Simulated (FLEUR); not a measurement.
# TaN (Pm-3m) in FLEUR: further runs, part 2 of 2

FLEUR MaX-R8.1 (later development tree). Earlier steps stand in the parts before.

## (3) Single point, r2SCAN+U, collinear spin, ferromagnetic start

File inp.xml:

```xml
<?xml version="1.0" encoding="UTF-8" standalone="no"?>
<fleurInput fleurInputVersion="0.39">
   <comment>
      TaN                                                                                                 
   </comment>
   <calculationSetup>
      <cutoffs Kmax="4.56" Gmax="14.1" GmaxXC="14.1" numbands="0"/>
      <scfLoop itmax="100" minDistance="0.0002" maxIterBroyd="50" imix="Anderson" alpha="0.05" precondParam="0.0" spinf="2.0" sdNocoIR="T"/>
      <coreElectrons ctail="F" frcor="F" kcrel="0" coretail_lmax="0"/>
      <xcFunctional name="LibXC" relativisticCorrections="F">
         <LibXCName exchange="mgga_x_r2scan" correlation="mgga_c_r2scan"/>
         <AuxGGA exchange="117" correlation="130"/>
      </xcFunctional>
      <magnetism jspins="2"/>
      <soc l_soc="F" theta="0.0" phi="0.0" spav="F"/>
      <expertModes spex="0" secvar="F"/>
      <geometryOptimization l_f="F" forcealpha="1.0" forcemix="BFGS" epsdisp="0.00001" epsforce="0.00001"/>
      <ldaU l_linMix="F" mixParam="0.05" spinf="1.0"/>
   </calculationSetup>
   <cell>
      <bzIntegration valenceElectrons="32.0" mode="gauss" fermiSmearingEnergy="0.00183747">
         <kPointListSelection listName="default-1"/>
         <!-- k-points included here -->
         <xi:include xmlns:xi="http://www.w3.org/2001/XInclude" href="kpts.xml"> </xi:include>
      </bzIntegration>
      <!-- symmetry operations included here -->
      <xi:include xmlns:xi="http://www.w3.org/2001/XInclude" href="sym.xml"> </xi:include>
      <bulkLattice scale="1.0">
         <bravaisMatrix>
            <row-1>    5.1633132222384779     0.0000000000000000     0.0000000000000000</row-1>
            <row-2>    0.0000000000000000     5.1633132222384779     0.0000000000000000</row-2>
            <row-3>    0.0000000000000000     0.0000000000000000     5.1633132222384779</row-3>
         </bravaisMatrix>
      </bulkLattice>
   </cell>
   <atomSpecies>
      <species name="Tantalum (2.001" element="Ta" atomicNumber="73">
         <mtSphere radius="2.39" gridPoints="791" logIncrement="0.017"/>
         <atomicCutoffs lmax="10" lnonsphr="10"/>
         <electronConfig flipSpins="F">
            <coreConfig>(1s1/2) (2s1/2) (2p1/2) (2p3/2) (3s1/2) (3p1/2) (3p3/2) (4s1/2) (3d3/2) (3d5/2) (4p1/2) (4p3/2) (4d3/2) (4d5/2)</coreConfig>
            <valenceConfig>(5s1/2) (5p1/2) (5p3/2) (6s1/2) (4f5/2) (4f7/2) (5d3/2) (5d5/2)</valenceConfig>
            <stateOccupation state="(5d3/2)" spinUp="0.7005" spinDown="0.4995"/>
            <stateOccupation state="(5d5/2)" spinUp="1.8" spinDown="0.0"/>
         </electronConfig>
         <energyParameters s="6" p="6" d="5" f="4"/>
         <ldaU l="2" U="8" J="0.0" l_amf="F"/>
         <lo type="SCLO" l="0" n="5" eDeriv="0"/>
         <lo type="SCLO" l="1" n="5" eDeriv="0"/>
         <lo type="SCLO" l="3" n="4" eDeriv="2"/>
      </species>
      <species name="Nitrogen (N)" element="N" atomicNumber="7">
         <mtSphere radius="1.58" gridPoints="523" logIncrement="0.02"/>
         <atomicCutoffs lmax="8" lnonsphr="8"/>
         <electronConfig flipSpins="F">
            <coreConfig>(1s1/2)</coreConfig>
            <valenceConfig>(2s1/2) (2p1/2) (2p3/2)</valenceConfig>
            <stateOccupation state="(2p1/2)" spinUp="0.500000" spinDown="0.500000"/>
            <stateOccupation state="(2p3/2)" spinUp="1.000000" spinDown="1.000000"/>
         </electronConfig>
         <energyParameters s="2" p="2" d="3" f="4"/>
         <lo type="SCLO" l="0" n="2" eDeriv="2"/>
         <lo type="SCLO" l="1" n="2" eDeriv="2"/>
         <lo type="SCLO" l="2" n="3" eDeriv="2"/>
      </species>
   </atomSpecies>
   <atomGroups>
      <atomGroup species="Tantalum (2.001">
         <relPos label="                   1">.0000000000 .0000000000 .0000000000</relPos>
         <force calculate="T" relaxXYZ="TTT"/>
      </atomGroup>
      <atomGroup species="Nitrogen (N)">
         <relPos label="                   2">1.000/2.000 1.000/2.000 1.000/2.000</relPos>
         <force calculate="T" relaxXYZ="TTT"/>
      </atomGroup>
   </atomGroups>
   <output dos="F" band="F" slice="F">
      <checks vchk="F" cdinf="F"/>
      <bandDOS minEnergy="-.5*Htr" maxEnergy="0.5*Htr" sigma="0.015" storeEVData="T"/>
      <vacuumDOS vacdos="F" integ="F" star="F" nstars="0" locx1="0.0" locy1="0.0" locx2="0.0" locy2="0.0" nstm="0" tworkf="0.0"/>
      <unfoldingBand unfoldBand="F" supercellX="1" supercellY="1" supercellZ="1"/>
      <plotting iplot="0" polar="F">
         <plot TwoD="T" vec1="  1.0  0.0  0.0" vec2="  0.0  1.0  0.0" vec3="  0.0  0.0  1.0" zero="  0.0  0.0  0.0" file="plot"/>
      </plotting>
      <chargeDensitySlicing numkpt="0" minEigenval="0.0" maxEigenval="0.0" nnne="0" pallst="F"/>
      <specialOutput eonly="F"/>
      <moessbauerParams electricFieldGradient="T" isomerShift="T" coreHyperfine="T" valenceHyperfine="T"/>
      <magneticCircularDichroism mcd="F" energyLo="-10.0" energyUp="0.0"/>
   </output>
  <!-- We include the file relax.xml here to enable relaxations (see documentation) -->
  <xi:include xmlns:xi="http://www.w3.org/2001/XInclude" href="relax.xml"> <xi:fallback/> </xi:include>
</fleurInput>
```

File crystal.txt:

```
TaN
&input cartesian=F /
2.7323076900  0.0000000000  0.0000000000
0.0000000000  2.7323076900  0.0000000000
0.0000000000  0.0000000000  2.7323076900
1.8897261246
1.0 1.0 1.0

2
73 0.0000000000  0.0000000000  0.0000000000 : 2.001
7 0.5000000000  0.5000000000  0.5000000000

&kpt div1=7 div2=7 div3=7 gamma=T /
```

Potentials or basis: all-electron, FLAPW.

Started as:

```
$ inpgen -f crystal.txt -profile fastHighL
$ # inp.xml edited to the form shown
$ fleur_MPI
```

Log:

```text
Welcome to FLEUR        (www.flapw.de)
      MaX-Release 8.1          (www.max-centre.eu)
 func_ids         498         497         498         497
 MetaGGA potential functional detected - V_tau will be computed
 Auxiliary Potential for radial basis: exchange=         117  correlation=         130
The functional 'Re-regularized SCAN exchange by Furness et al' is an exchange functional, it belongs to the 'MGGA' family and is defined in the reference(s):
[1] J. W. Furness, A. D. Kaplan, J. Ning, J. P. Perdew, and J. Sun.,  J. Phys. Chem. Lett. 11, 8208-8215 (2020)
[2] J. W. Furness, A. D. Kaplan, J. Ning, J. P. Perdew, and J. Sun.,  J. Phys. Chem. Lett. 11, 9248-9248 (2020)
The functional 'Re-regularized SCAN correlation by Furness et al' is a correlation functional, it belongs to the 'MGGA' family and is defined in the reference(s):
[1] J. W. Furness, A. D. Kaplan, J. Ning, J. P. Perdew, and J. Sun.,  J. Phys. Chem. Lett. 11, 8208-8215 (2020)
[2] J. W. Furness, A. D. Kaplan, J. Ning, J. P. Perdew, and J. Sun.,  J. Phys. Chem. Lett. 11, 9248-9248 (2020)
 Using same functional for VXC and EXC

 ========== k-point set info ==========
 Selected k-point list: default-1
 k-point list type: mesh
 7 x 7 x 7
 Number of k points: 20

 ------------Calculation Setup---------------------------
 Number of MPI-tasks      :            1
 Number of PE/node        :            1
[... 11 lines left out ...]
[2] J. P. Perdew, K. Burke, and M. Ernzerhof.,  Phys. Rev. Lett. 78, 1396 (1997)
 Using same functional for VXC and EXC
 Using auxiliary GGA potential for the first iteration of MetaGGA calculation.
 no density matrix found ... skipping LDA+U
 Reset of history
 Reset of history
 Reset of history
 Iteration:     1   Distance:      68.95118054 me/bohr^3
The functional 'Hammer, Hansen, and Norskov' is an exchange functional, it belongs to the 'GGA' family and is defined in the reference(s):
[1] B. Hammer, L. B. Hansen, and J. K. Nørskov.,  Phys. Rev. B 59, 7413 (1999)
The functional 'Perdew, Burke & Ernzerhof' is a correlation functional, it belongs to the 'GGA' family and is defined in the reference(s):
[1] J. P. Perdew, K. Burke, and M. Ernzerhof.,  Phys. Rev. Lett. 77, 3865 (1996)
[2] J. P. Perdew, K. Burke, and M. Ernzerhof.,  Phys. Rev. Lett. 78, 1396 (1997)
 Using same functional for VXC and EXC
 Iteration:     2   Distance:      66.11351469 me/bohr^3
The functional 'Hammer, Hansen, and Norskov' is an exchange functional, it belongs to the 'GGA' family and is defined in the reference(s):
[1] B. Hammer, L. B. Hansen, and J. K. Nørskov.,  Phys. Rev. B 59, 7413 (1999)
The functional 'Perdew, Burke & Ernzerhof' is a correlation functional, it belongs to the 'GGA' family and is defined in the reference(s):
[1] J. P. Perdew, K. Burke, and M. Ernzerhof.,  Phys. Rev. Lett. 77, 3865 (1996)
[2] J. P. Perdew, K. Burke, and M. Ernzerhof.,  Phys. Rev. Lett. 78, 1396 (1997)
 Using same functional for VXC and EXC
[... 92 lines left out ...]
The functional 'Hammer, Hansen, and Norskov' is an exchange functional, it belongs to the 'GGA' family and is defined in the reference(s):
[1] B. Hammer, L. B. Hansen, and J. K. Nørskov.,  Phys. Rev. B 59, 7413 (1999)
The functional 'Perdew, Burke & Ernzerhof' is a correlation functional, it belongs to the 'GGA' family and is defined in the reference(s):
[1] J. P. Perdew, K. Burke, and M. Ernzerhof.,  Phys. Rev. Lett. 77, 3865 (1996)
[2] J. P. Perdew, K. Burke, and M. Ernzerhof.,  Phys. Rev. Lett. 78, 1396 (1997)
 Using same functional for VXC and EXC
 Iteration:    17   Distance:       0.00050502 me/bohr^3
The functional 'Hammer, Hansen, and Norskov' is an exchange functional, it belongs to the 'GGA' family and is defined in the reference(s):
[1] B. Hammer, L. B. Hansen, and J. K. Nørskov.,  Phys. Rev. B 59, 7413 (1999)
The functional 'Perdew, Burke & Ernzerhof' is a correlation functional, it belongs to the 'GGA' family and is defined in the reference(s):
[1] J. P. Perdew, K. Burke, and M. Ernzerhof.,  Phys. Rev. Lett. 77, 3865 (1996)
[2] J. P. Perdew, K. Burke, and M. Ernzerhof.,  Phys. Rev. Lett. 78, 1396 (1997)
 Using same functional for VXC and EXC
 Iteration:    18   Distance:       0.00009736 me/bohr^3

 ********************************************************************
 Run finished successfully
 Stop message:
   all done
 ********************************************************************
```

Wall time 43 s (1 thread of Arm Neoverse V2, shared host); peak memory 0.14 GiB.

What came out:

```yaml
Free_energy: -426659.4564 eV
Net_moment: 0.22 μB per cell
Site_moments: Ta +0.17; N +0.00 μB
Valence_electrons_inside_the_program's_atomic_spheres: Ta 24.54; N 3.96 (radii Ta 2.39, N 1.58 bohr)
```

Eigenvalues of the final occupation matrices:
```tsv
site	spin	trace	eigenvalues
atom type 1	1	1.12	0.11 0.11 0.11 0.40 0.40
atom type 1	2	0.96	0.11 0.11 0.11 0.32 0.32
```

Core levels (eV from the Fermi level):
| atom | levels |
| --- | --- |
| 1 Ta | 1s1/2 -67279.8, 2s1/2 -11549.6, 2p1/2 -11035.6, 2p3/2 -9765.4, 3s1/2 -2643.7, 3p1/2 -2415.8, 3p3/2 -2142.3, 4s1/2 -537.0, 3d3/2 -1758.4, 3d5/2 -1698.8, 4p1/2 -443.0, 4p3/2 -380.1, 4d3/2 -226.0, 4d5/2 -214.5 |
| 2 N | 1s1/2 -377.9 |

Caveat: with Gaussian smearing the program prints no entropy term, so the energy of a metal isn't a free energy; the meta-GGA is that of a development version, with a GGA for the radial functions and cores and without core tails.
